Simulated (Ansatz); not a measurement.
# Ti (P6_3/mmc), clamped-ion strain scan

Theory: DFT PBE, scalar-relativistic, plane waves, PAW (Ansatz). Settings: plane waves to 420 eV, k-mesh 18×18×10 (Γ-centred), Gaussian smearing 0.15 eV. No spin polarisation. Energies are free energies at this smearing, counted from the undisturbed cell; pressure is positive in compression.

The undisturbed cell (as given, not relaxed at this level; it stands at -1.6 GPa):

```
Ti
1.0
     2.95000    0.00000    0.00000
    -1.47500    2.55477    0.00000
     0.00000    0.00000    4.68600
Ti
2
Direct
  0.33333 0.66667 0.25000
  0.66667 0.33333 0.75000
```

The cell is strained by ε times the Voigt pattern (0, 0, 0, 0, 0, 1) (xx, yy, zz, yz, xz, xy; engineering shear) with fractional coordinates fixed. The cell is metallic on the mesh throughout.

```csv
ε,ΔE (meV/atom),"stress summed along the pattern (GPa, tension positive)",pressure (GPa)
-0.0600,12.2,-3.67,-1.4
-0.0300,3.1,-1.89,-1.6
0.0000,0.0,0.00,-1.6
0.0075,0.2,0.48,-1.6
0.0150,0.8,0.95,-1.6
0.0225,1.7,1.42,-1.6
0.0375,4.8,2.35,-1.6
0.0450,6.9,2.80,-1.5
0.0525,9.4,3.24,-1.5
```

By symmetry 0.0600 repeats -0.0600, -0.0450 repeats 0.0450, 0.0300 repeats -0.0300, -0.0150 repeats 0.0150 in energy, with the opposite slope along the path.